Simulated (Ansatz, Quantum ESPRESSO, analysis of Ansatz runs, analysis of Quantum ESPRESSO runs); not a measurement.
## Substitutional N in diamond: charge-transition level, PBE (Quantum ESPRESSO)

How near does this set-up come to the measured charge-transition level? Subject: substitutional N in diamond. Set-up: PBE, GBRV 1.5 PBE, cutoffs x 0.7, 64-site cell, PBE lattice, k: the zone centre alone then 2x2x2 shifted, started with the impurity moved along one bond, start relaxed with Ansatz. The model is a cell of 64 host atoms with 1 C taken out and 1 N put in. The level is the Fermi energy at which two charge states have equal formation energy, after a correction for the images of the charge. This set-up takes another basis size than the usual one.

What was measured. (+1/0) level below the conduction-band bottom: 1.7 eV (quoted in “Hunting the elusive shallow n-type donor – An ab initio study of Li and N co-doped diamond”, 2021, S. Conejeros et al., quoting earlier work (1969)). The calculation is set beside it at the end.

Main program and level: Quantum ESPRESSO 7.5; Quantum ESPRESSO plane-wave DFT, PBE, GBRV 1.5 PBE potentials; relaxation of all atoms of a defect supercell.

**1. The structure**

The cell holds 64 atoms: 63 C and 1 N. Its edges and angles: a = 7.146 Å, b = 7.146 Å, c = 7.146 Å, α = 90.0°, β = 90.0°, γ = 90.0°. It derives from C (space group Fd-3m). Nearest the centre at fractional (0.375, 0.375, 0.375): N8 at 0.00 Å, C4 at 1.56 Å, C42 at 1.56 Å, C27 at 1.56 Å, C49 at 1.56 Å, C5 at 2.52 Å, C15 at 2.52 Å, C7 at 2.52 Å. The cell carries charge +1.

The host's primitive cell comes from a first run (Quantum ESPRESSO plane-wave DFT, PBE, GBRV 1.5 PBE potentials; relaxation of cell and atoms of a defect-free cell): vectors of 2.526, 2.526 and 2.526 Å. That is 5.70 Å³ an atom, 0.5 % over the diffraction cell's volume. The supercell is built on it.

This program's steps are dear, so the start below was first relaxed with Ansatz (plane-wave PAW DFT, PBE; 9.2 s).

**2. Relaxation, charge +1**

Every later number rests on the structure around the defect, so the atoms are relaxed at the host's lattice first.

The input, pw.in:

```
&CONTROL
  calculation = 'relax'
  prefix = 'pwscf'
  outdir = './tmp'
  pseudo_dir = './pseudo'
  tprnfor = .true.
  disk_io = 'low'
  nstep = 70
  forc_conv_thr = 0.00078
  etot_conv_thr = 0.0001
/
&SYSTEM
  ibrav = 0
  nat = 64
  ntyp = 2
  ecutwfc = 31
  ecutrho = 252
  nbnd = 132
  occupations = 'smearing'
  smearing = 'fd'
  degauss = 0.00073499
  tot_charge = 1
  nosym = .true.
/
&ELECTRONS
  conv_thr = 6d-08
  electron_maxstep = 100
  mixing_beta = 0.5
/
&IONS
  ion_dynamics = 'bfgs'
/
ATOMIC_SPECIES
C     12.0110 c_pbe_v1.2.uspp.F.UPF
N     14.0070 n_pbe_v1.2.uspp.F.UPF
CELL_PARAMETERS angstrom
   7.1455291292    0.0000000000    0.0000000000
   0.0000000000    7.1455291292    0.0000000000
   0.0000000000    0.0000000000    7.1455291292
ATOMIC_POSITIONS crystal
C      0.0002323808    0.0007095813    0.2495830260
C      0.0002317928    0.2502056504    0.0000876520
C      0.2497266987    0.0007091463    0.0000871866
C      0.2490124155    0.2494898621    0.2488674263
C      0.1253221918    0.1258003612    0.3759645017
C      0.1253221984    0.3765863970    0.1251779523
C      0.3761081341    0.1257996042    0.1251771422
N      0.3751259145    0.3756052508    0.3749797749
C      0.0000413783    0.0005189386    0.7500700580
C     -0.0001448844    0.2505975577    0.4999913589
C      0.2501186191    0.0003328333    0.4999917053
C      0.2501215261    0.2505986916    0.7502566098
C      0.1250290494    0.1255069870    0.8750060030
C      0.1253263107    0.3746230882    0.6247873278
C      0.3741450514    0.1258039820    0.6247867125
C      0.3751293768    0.3756076301    0.8749828122
C     -0.0001442124    0.5006132280    0.2499752084
C      0.0000431470    0.7506906159   -0.0001018759
C      0.2501196158    0.5006134659   -0.0002894864
C      0.2501219493    0.7508788590    0.2499770365
C      0.1253263964    0.6254086401    0.3740022230
C      0.1250302075    0.8756271422    0.1248848218
C      0.3741466169    0.6254101035    0.1251805233
C      0.3751292589    0.8756074660    0.3749853911
C      0.0002354285    0.5010048400    0.7498774947
C      0.0002348937    0.7504994464    0.5003830893
C      0.2490164634    0.5017176011    0.5010957265
C      0.2497305448    0.7504989800    0.7498775565
C      0.1250311670    0.6257022522    0.8749589810
C      0.1250302197    0.8755803835    0.6250810204
C      0.3761125136    0.6254089212    0.6247867844
C      0.3751274745    0.8756057862    0.8749829058
C      0.5001356573    0.0003335715    0.2499745342
C      0.5001355201    0.2505977717   -0.0002902423
C      0.7502133372    0.0005203424   -0.0001021188
C      0.7504009696    0.2505991542    0.2499764960
C      0.6249303481    0.1258042511    0.3740022283
C      0.6249327153    0.3746244249    0.1251800208
C      0.8751496848    0.1255074091    0.1248847377
C      0.8751284041    0.3756075202    0.3749850847
C      0.5005266200    0.0007131227    0.7498775676
C      0.5012393076    0.2494949343    0.5010949269
C      0.7500216824    0.0007126875    0.5003832668
C      0.7500215892    0.2502084684    0.7498775279
C      0.6252247652    0.1255087383    0.8749592630
C      0.6249312138    0.3765907205    0.6247873637
C      0.8751031553    0.1255076372    0.6250808476
C      0.8751276608    0.3756067742    0.8749827869
C      0.5012416893    0.5017198621    0.2488697065
C      0.5005275102    0.7505009267    0.0000893266
C      0.7500234104    0.5010057681    0.0000892321
C      0.7500228519    0.7505003605    0.2495856618
C      0.6249323361    0.6254098898    0.3759674334
C      0.6252255315    0.8755827206    0.1248852837
C      0.8751050295    0.6257028136    0.1248853146
C      0.8751278410    0.8756058415    0.3749838465
C      0.5001371122    0.5006149461    0.7502572905
C      0.5001373227    0.7508804869    0.4999921993
C      0.7504026913    0.5006153405    0.4999929363
C      0.7502162911    0.7506944592    0.7500721659
C      0.6252271787    0.6257047434    0.8750088667
C      0.6252268021    0.8756322202    0.6250824204
C      0.8751540948    0.6257046548    0.6250823351
C      0.8751295850    0.8756070037    0.8749867238
K_POINTS gamma
```

Run with:

```sh
$ OMP_NUM_THREADS=1 mpirun -n 4 pw.x -in pw.in > pw.out
```

What it wrote:

```text
This program is part of the open-source Quantum ESPRESSO suite
     for quantum simulation of materials; please cite
         "P. Giannozzi et al., J. Phys.:Condens. Matter 21 395502 (2009);
         "P. Giannozzi et al., J. Phys.:Condens. Matter 29 465901 (2017);
         "P. Giannozzi et al., J. Chem. Phys. 152 154105 (2020);
          URL
     in publications or presentations arising from this work. More details at

     gamma-point specific algorithms are used

     Subspace diagonalization in iterative solution of the eigenvalue problem:
     a serial algorithm will be used

     --------------------
     sticks:   dense  smooth     PW     G-vecs:    dense   smooth      PW
     Min         913     446    108                41565    14338    1776
     Max         916     448    110                41572    14344    1783
     Sum        3657    1789    437               166269    57363    7123

     Using Slab Decomposition

     bravais-lattice index     =            0
     lattice parameter (alat)  =      13.5031  a.u.
     unit-cell volume          =    2462.0665 (a.u.)^3
     number of atoms/cell      =           64
     number of atomic types    =            2
     number of electrons       =       256.00
     number of Kohn-Sham states=          132
     kinetic-energy cutoff     =      31.0000  Ry
     charge density cutoff     =     252.0000  Ry
     scf convergence threshold =      6.0E-08
     mixing beta               =       0.5000
     number of iterations used =            8  plain     mixing
     energy convergence thresh.=      1.0E-04
     force convergence thresh. =      7.8E-04
     Exchange-correlation= SLA  PW   PBE  PBE
                           (   1   4   3   4   0   0   0)
     nstep                     =           70

     celldm(1)=  13.503093  celldm(2)=   0.000000  celldm(3)=   0.000000
     celldm(4)=   0.000000  celldm(5)=   0.000000  celldm(6)=   0.000000

     crystal axes: (cart. coord. in units of alat)
               a(1) = (   1.000000   0.000000   0.000000 )
               a(2) = (   0.000000   1.000000   0.000000 )
               a(3) = (   0.000000   0.000000   1.000000 )

     reciprocal axes: (cart. coord. in units 2 pi/alat)
               b(1) = (  1.000000  0.000000  0.000000 )
               b(2) = (  0.000000  1.000000  0.000000 )
               b(3) = (  0.000000  0.000000  1.000000 )

     PseudoPot. # 1 for C  read from file:
     c_pbe_v1.2.uspp.F.UPF
     Pseudo is Ultrasoft + core correction, Zval =  4.0
     Generated by new atomic code, or converted to UPF format
     Using radial grid of  721 points,  4 beta functions with:
                l(1) =   0
                l(2) =   0
                l(3) =   1
                l(4) =   1
     Q(r) pseudized with  8 coefficients,  rinner =    1.100   1.100   1.100

     PseudoPot. # 2 for N  read from file:
     n_pbe_v1.2.uspp.F.UPF
     Pseudo is Ultrasoft + core correction, Zval =  5.0
     Generated by new atomic code, or converted to UPF format
     Using radial grid of  729 points,  4 beta functions with:
                l(1) =   0
                l(2) =   0
                l(3) =   1
                l(4) =   1
     Q(r) pseudized with  8 coefficients,  rinner =    0.900   0.900   0.900

     atomic species   valence    mass     pseudopotential
     C                 4.00    12.01100     C ( 1.00)
     N                 5.00    14.00700     N ( 1.00)

     No symmetry found

   Cartesian axes

     site n.     atom                  positions (alat units)
         1        C      tau(   1) = (   0.0002324   0.0007096   0.2495830  )
         2        C      tau(   2) = (   0.0002318   0.2502057   0.0000877  )
         3        C      tau(   3) = (   0.2497267   0.0007091   0.0000872  )
         4        C      tau(   4) = (   0.2490124   0.2494899   0.2488674  )
         5        C      tau(   5) = (   0.1253222   0.1258004   0.3759645  )
         6        C      tau(   6) = (   0.1253222   0.3765864   0.1251780  )
         7        C      tau(   7) = (   0.3761081   0.1257996   0.1251771  )
         8        N      tau(   8) = (   0.3751259   0.3756053   0.3749798  )
         9        C      tau(   9) = (   0.0000414   0.0005189   0.7500701  )
        10        C      tau(  10) = (  -0.0001449   0.2505976   0.4999914  )
        11        C      tau(  11) = (   0.2501186   0.0003328   0.4999917  )
        12        C      tau(  12) = (   0.2501215   0.2505987   0.7502566  )
        13        C      tau(  13) = (   0.1250290   0.1255070   0.8750060  )
        14        C      tau(  14) = (   0.1253263   0.3746231   0.6247873  )
        15        C      tau(  15) = (   0.3741451   0.1258040   0.6247867  )
        16        C      tau(  16) = (   0.3751294   0.3756076   0.8749828  )
        17        C      tau(  17) = (  -0.0001442   0.5006132   0.2499752  )
[...]
57        C      tau(  57) = (   0.5001371   0.5006149   0.7502573  )
        58        C      tau(  58) = (   0.5001373   0.7508805   0.4999922  )
        59        C      tau(  59) = (   0.7504027   0.5006153   0.4999929  )
        60        C      tau(  60) = (   0.7502163   0.7506945   0.7500722  )
        61        C      tau(  61) = (   0.6252272   0.6257047   0.8750089  )
        62        C      tau(  62) = (   0.6252268   0.8756322   0.6250824  )
        63        C      tau(  63) = (   0.8751541   0.6257047   0.6250823  )
        64        C      tau(  64) = (   0.8751296   0.8756070   0.8749867  )

     number of k points=     1  Fermi-Dirac smearing, width (Ry)=  0.0007
                       cart. coord. in units 2pi/alat
        k(    1) = (   0.0000000   0.0000000   0.0000000), wk =   2.0000000

     Dense  grid:    83135 G-vectors     FFT dimensions: (  72,  72,  72)

     Smooth grid:    28682 G-vectors     FFT dimensions: (  48,  48,  48)

     Initial potential from superposition of free atoms

     starting charge     256.9974, renormalised to     256.0000
     Starting wfcs are  256 randomized atomic wfcs

     Self-consistent Calculation

     iteration #  1     ecut=    31.00 Ry     beta= 0.50
     Davidson diagonalization with overlap
     ethr =  1.00E-02,  avg # of iterations =  2.0

     total energy              =    -743.84185235 Ry
     estimated scf accuracy    <       4.00373589 Ry

     iteration #  2     ecut=    31.00 Ry     beta= 0.50
     Davidson diagonalization with overlap
     ethr =  1.56E-03,  avg # of iterations =  3.0

     total energy              =    -743.81980256 Ry
     estimated scf accuracy    <       0.65326039 Ry

     iteration #  3     ecut=    31.00 Ry     beta= 0.50
     Davidson diagonalization with overlap
     ethr =  2.55E-04,  avg # of iterations =  4.0

     total energy              =    -743.87374457 Ry
     estimated scf accuracy    <       0.09150335 Ry

     iteration #  4     ecut=    31.00 Ry     beta= 0.50
     Davidson diagonalization with overlap
     ethr =  3.57E-05,  avg # of iterations =  6.0

     total energy              =    -743.88838792 Ry
     estimated scf accuracy    <       0.00239920 Ry

     iteration #  5     ecut=    31.00 Ry     beta= 0.50
     Davidson diagonalization with overlap
     ethr =  9.37E-07,  avg # of iterations = 10.0

     total energy              =    -743.88905983 Ry
     estimated scf accuracy    <       0.00104564 Ry

     iteration #  6     ecut=    31.00 Ry     beta= 0.50
     Davidson diagonalization with overlap
     ethr =  4.08E-07,  avg # of iterations =  3.0

     total energy              =    -743.88927469 Ry
     estimated scf accuracy    <       0.00003305 Ry

     iteration #  7     ecut=    31.00 Ry     beta= 0.50
     Davidson diagonalization with overlap
     ethr =  1.29E-08,  avg # of iterations =  3.0

     total energy              =    -743.88927908 Ry
     estimated scf accuracy    <       0.00000780 Ry

     iteration #  8     ecut=    31.00 Ry     beta= 0.50
     Davidson diagonalization with overlap
     ethr =  3.05E-09,  avg # of iterations =  3.0

     total energy              =    -743.88928082 Ry
     estimated scf accuracy    <       0.00000035 Ry

     iteration #  9     ecut=    31.00 Ry     beta= 0.50
     Davidson diagonalization with overlap
     ethr =  1.37E-10,  avg # of iterations =  3.0

     End of self-consistent calculation

          k = 0.0000 0.0000 0.0000 (  3562 PWs)   bands (ev):

    -8.6934  -7.2145  -5.8467  -5.8467  -5.8467  -5.7345  -5.7344  -4.7019
    -3.7749  -3.7749  -3.7749  -3.6343  -3.6343  -3.6343  -3.5770  -3.5770
    -3.5770  -3.5419  -3.5419  -2.4784  -2.3358  -2.3358  -2.3357  -0.5605
    -0.0945  -0.0944  -0.0944   0.1798   0.4816   0.4816   0.4816   0.5767
     0.5767   1.0882   1.2649   1.2650   1.2650   1.3658   1.3658   1.3658
     1.4409   1.4409   1.4428   1.4428   1.4428   4.0482   4.0482   4.0482
     4.1887   4.6282   4.6282   4.6282   4.6374   4.6374   4.6374   4.6883
     4.6883   4.8302   4.8302   4.8302   4.9809   4.9809   5.0596   5.0596
     5.0596   5.0752   5.0752   5.0752   5.1012   5.6386   5.6420   5.6421
     5.6421   5.7356   5.7356   5.7356   5.7481   5.7481   5.7800   5.7800
     5.7800   6.9466   6.9466   6.9467   7.0372   7.0372   7.0372   8.4820
     8.4820   8.4820   8.6239   8.7906   8.7906   9.0484   9.0484   9.0484
     9.1628   9.1628   9.1628   9.2109   9.2109   9.2110   9.2675   9.2676
     9.2676   9.9998   9.9998   9.9998  10.2286  10.2287  10.2287  10.2697
    10.2697  10.3484  10.3865  10.3865  10.3865  10.5496  10.5497  10.5785
    10.5786  10.5786  10.5992  10.5992  10.5992  13.2540  13.2541  13.2541
    16.7545  17.4761  17.4761  17.4762

     the Fermi energy is    14.2800 ev

!    total energy              =    -743.88928100 Ry
     estimated scf accuracy    <       0.00000006 Ry
     smearing contrib. (-TS)   =       0.00000000 Ry
     internal energy E=F+TS    =    -743.88928100 Ry

     The total energy is F=E-TS. E is the sum of the following terms:
     one-electron contribution =     251.94013726 Ry
     hartree contribution      =      64.32525351 Ry
     xc contribution           =    -236.46912826 Ry
     ewald contribution        =    -823.68554351 Ry

     convergence has been achieved in   9 iterations

     Forces acting on atoms (cartesian axes, Ry/au):

     atom    1 type  1   force =     0.00001293    0.00001916    0.00014043
     atom    2 type  1   force =     0.00001496    0.00014092    0.00001334
     atom    3 type  1   force =     0.00014931    0.00002067    0.00001913
     atom    4 type  1   force =     0.00059293    0.00059751    0.00059356
     atom    5 type  1   force =    -0.00010722   -0.00010973   -0.00011815
     atom    6 type  1   force =    -0.00010328   -0.00011729   -0.00011009
     atom    7 type  1   force =    -0.00010998   -0.00009902   -0.00010650
     atom    8 type  2   force =     0.00001297    0.00000353    0.00001882
     atom    9 type  1   force =     0.00001656    0.00001750   -0.00002160
     atom   10 type  1   force =    -0.00001770   -0.00002438    0.00002620
     atom   11 type  1   force =    -0.00001281   -0.00001223    0.00002312
     atom   12 type  1   force =    -0.00003559   -0.00002856    0.00001740
     atom   13 type  1   force =     0.00001631    0.00001655   -0.00000773
     atom   14 type  1   force =    -0.00012760    0.00011810    0.00011193
     atom   15 type  1   force =     0.00012002   -0.00012392    0.00011545
     atom   16 type  1   force =    -0.00000873   -0.00001503    0.00001195
[...]
atom   57 type  1   force =     0.00002870    0.00002851    0.00001162
     atom   58 type  1   force =     0.00002580    0.00000915    0.00002969
     atom   59 type  1   force =     0.00000267    0.00002411    0.00002225
     atom   60 type  1   force =    -0.00002185   -0.00002520   -0.00002529
     atom   61 type  1   force =    -0.00001074   -0.00000396   -0.00002185
     atom   62 type  1   force =    -0.00000983   -0.00002708   -0.00000542
     atom   63 type  1   force =    -0.00002298   -0.00000659   -0.00000492
     atom   64 type  1   force =    -0.00000936   -0.00000808   -0.00001955

     Total force =     0.002215     Total SCF correction =     0.000301
     SCF correction compared to forces is large: reduce conv_thr to get better values

     BFGS Geometry Optimization
     Energy error            =      4.9E-06 Ry
     Gradient error          =      6.0E-04 Ry/Bohr

     bfgs converged in   1 scf cycles and   0 bfgs steps
     (criteria: energy <  1.0E-04 Ry, force <  7.8E-04 Ry/Bohr)

     End of BFGS Geometry Optimization

     Final energy             =    -743.8892810013 Ry
Begin final coordinates

ATOMIC_POSITIONS (crystal)
C                0.0002323808        0.0007095813        0.2495830260
C                0.0002317928        0.2502056504        0.0000876520
C                0.2497266987        0.0007091463        0.0000871866
C                0.2490124155        0.2494898621        0.2488674263
C                0.1253221918        0.1258003612        0.3759645017
C                0.1253221984        0.3765863970        0.1251779523
C                0.3761081341        0.1257996042        0.1251771422
N                0.3751259145        0.3756052508        0.3749797749
C                0.0000413783        0.0005189386        0.7500700580
C               -0.0001448844        0.2505975577        0.4999913589
C                0.2501186191        0.0003328333        0.4999917053
C                0.2501215261        0.2505986916        0.7502566098
C                0.1250290494        0.1255069870        0.8750060030
C                0.1253263107        0.3746230882        0.6247873278
C                0.3741450514        0.1258039820        0.6247867125
C                0.3751293768        0.3756076301        0.8749828122
[...]
C                0.5001371122        0.5006149461        0.7502572905
C                0.5001373227        0.7508804869        0.4999921993
C                0.7504026913        0.5006153405        0.4999929363
C                0.7502162911        0.7506944592        0.7500721659
C                0.6252271787        0.6257047434        0.8750088667
C                0.6252268021        0.8756322202        0.6250824204
C                0.8751540948        0.6257046548        0.6250823351
C                0.8751295850        0.8756070037        0.8749867238
End final coordinates

=------------------------------------------------------------------------------=
   JOB DONE.
=------------------------------------------------------------------------------=
```

The job ended after 5.3 s (4 MPI ranks of Arm Neoverse V1, shared host; peak memory 0.37 GiB; 21 s of CPU time).

No atom moved by 0.005 Å in the relaxation.

Neighbours of N8 at the end:

```csv
atom,distance (Å)
C27,1.561
C42,1.561
C49,1.561
C4,1.561
C21,2.524
C23,2.524
C37,2.524
C6,2.524
C38,2.524
C14,2.524
C15,2.524
C7,2.524
C5,2.524
C31,2.524
C53,2.524
C46,2.524
```

[end of part 1 of 4]

[Logs are printed without paths, hosts, clocks, repeated set-up lines and the standing remarks that a program may print on its own settings, such as how far it seeks lower states.]

[Hosts, paths, dates, database ids (printed as entryN), source tags and the programs' standing remarks are cut or masked in the printed files.]

[For some hosts the program warned that the k-mesh of the response run may be too coarse for force constants and the static dielectric constant; such warnings are not shown here.]
